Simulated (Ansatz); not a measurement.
# Symmetry broken, then relaxed in Li

Method: DFT PBE+D3(BJ), scalar-relativistic, plane waves, PAW (Ansatz). Cutoff 420 eV, Γ-centred 14×14×14 k-points, Gaussian smearing of 0.15 eV. No spin polarisation. Energies are free energies at this smearing, counted from the undisturbed cell; pressure is positive in compression.

Reference structure (relaxed at this level; this fcc form isn't the usual structure):

```xyz
1
Lattice="0.0000 2.0885 2.0885 2.0885 0.0000 2.0885 2.0885 2.0885 0.0000" Properties=species:S:1:pos:R:3 pbc="T T T"
Li    0.0000    0.0000    0.0000
```

The cell is strained by (-0.0184, -0.0101, 0.0285, -0.0992, -0.0122, 0.0316) (xx, yy, zz, yz, xz, xy; engineering shear). Cell and atoms are then relaxed.

Question: Does the relaxation return to the undisturbed structure?

Answer: Yes (up to a choice of domain or origin): same space group and volume, and an energy 0.0 meV/atom from it. The disturbance itself cost 9.3 meV/atom. The final space group reads Fm-3m (tolerance 0.05 Å) and the volume changes by 0.07 %.

Final structure:

```yaml
crystal:
  lattice:
    - [-0.00074, 2.08880, 2.08807]
    - [2.08959, 0.00048, 2.08683]
    - [2.09091, 2.08874, -0.00067]
  atoms:
    - { symbol: Li, position: [0.00000, 0.00000, 0.00000] }
```

The relaxation, step by step (energy from the first step; small jumps at an unchanged geometry come where the plane waves are selected anew for the new cell):

```tsv
step	ΔE (meV/atom)	largest force component (eV/Å)	pressure (GPa)
1	0.0	0.000	0.09
2	-5.0	0.000	0.07
3	-8.8	0.000	0.07
4	-9.0	0.000	0.01
5	-9.2	0.000	0.00
6	-9.3	0.000	0.00
7	-9.3	0.000	0.00
```

Cost: 3 runs of about 1.2 core-minutes in all, on Arm Neoverse V2 (shared hosts).